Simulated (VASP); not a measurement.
Runs of VASP 6.6.1 on HgSe. The structure is cubic, space group F-43m (No. 216). The conventional cell has a = 6.078 Å, b = 6.078 Å, c = 6.078 Å, α = 90.00°, β = 90.00°, γ = 90.00°. Hg (site symmetry -43m) is surrounded by 4 Se at 2.63 Å. Se (site symmetry -43m) is surrounded by 4 Hg at 2.63 Å. 

```tsv
task	level	cell	cutoff (eV)	smearing	gap on the mesh (eV)	pressure (GPa)	relaxed volume (Å³/atom)
relaxation of cell and atoms	BLYP+D3	relaxed	600	fermi-dirac 0.05 eV	none	0.0	(a)
single point	PBE	as given	520	gaussian 0.028 eV	none	5.0	-
relaxation of cell and atoms	BLYP+D3(BJ)	relaxed	600	fermi-dirac 0.05 eV	none	0.0	30.08
relaxation of cell and atoms	BLYP+D4	relaxed	600	fermi-dirac 0.05 eV	none	0.0	30.53
```

Alike in all rows: potentials or basis VASP PAW PBE potentials, release 64 (Hg, Se); no spin polarisation; k mesh 8 × 8 × 8.

Task: Estimate the missing entries.

Result: (a) 29.82.

Caveats: the PAW data sets were made with another functional, which shifts forces and pressure a little (some runs); pairwise dispersion overbinds metals, which lowers pressure and volume (some runs).

A k mesh can miss the band edges, and the runs leave out spin-orbit coupling on Hg, Se.

A gap of «none» marks a metal or a gap under the smearing width.
